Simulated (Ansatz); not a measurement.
# Al$_{3}$Ni$_{2}$: how the free axis answers a strain

Al$_{3}$Ni$_{2}$, P-3m1, a = 4.007 Å, c = 4.862 Å. Ansatz: r2SCAN, PAW, 500 eV, Γ-centred 12×12×8 mesh on 5 atoms, Gaussian smearing 0.10 eV; no spin polarisation. Series: biaxial strain in the a-b plane, c and atoms relaxed; x is the strain in per cent. y is the change of c in per cent of 4.862 Å.

```tsv
x (%)	y (%)
-3.0	?
-2.0	0.88
-1.0	0.40
0.0	0.00
1.0	-0.36
2.0	-0.69
3.0	-0.98
```

Problem. Fit y = c1 x + c2 x² to the other rows, say what c1 measures, and predict the missing y.

Solution. Least squares on the rows shown. y = −0.3915 x + 0.02218 x². With no stress along c, c1 = −2C13/C33 = -0.392. At x = -3.0 the fit asked for gives 1.37 %. The run gave 1.46 %, so the fit is 0.09 % too low, 3.7 % of the span of the series, against an rms of 0.009 % on the fitted rows. The row lies outside the fitted range. With a term in x³ added, a fit to the same known rows predicts 1.42 %, which recovers part of the miss; the known rows don't hold the rest.